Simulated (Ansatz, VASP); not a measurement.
## AgBr in VASP and in Ansatz

```
Ag Br
1.0
     0.00000    2.83707    2.83707
     2.83707    0.00000    2.83707
     2.83707    2.83707    0.00000
Ag Br
1 1
Direct
  0.00000 0.00000 0.00000
  0.50000 0.50000 0.50000
```

Alike in both runs: functional PBEsol; k mesh 8 × 8 × 8; occupations gaussian, width 0.02 eV; no spin polarisation.

Ansatz relaxed the structure, and its values are those at the end. VASP's run is a single point on that final structure, the one shown.

|  | VASP | Ansatz |
| --- | --- | --- |
| version | VASP 6.6.1 | Ansatz 0.2.0 |
| potentials or method | VASP PAW PBE potentials, release 64 (Ag, Br) | scalar-relativistic, plane waves, PAW |
| plane-wave cutoff (eV) | 520 | 420 |
| valence electrons in the cell | 18 | 26 |

```csv
,VASP,Ansatz,Ansatz less VASP
gap on the k mesh at the Fermi level (eV),0.50,0.50,0.000
least direct gap on the mesh (eV),2.58,2.58,+0.001
pressure (GPa),0.0,0.0,+0.03
```

The two sets of potentials don't hold the same shells in valence.

Caveats: the PAW data sets were made with another functional, which shifts forces and pressure a little (VASP). A k mesh can miss the band edges.
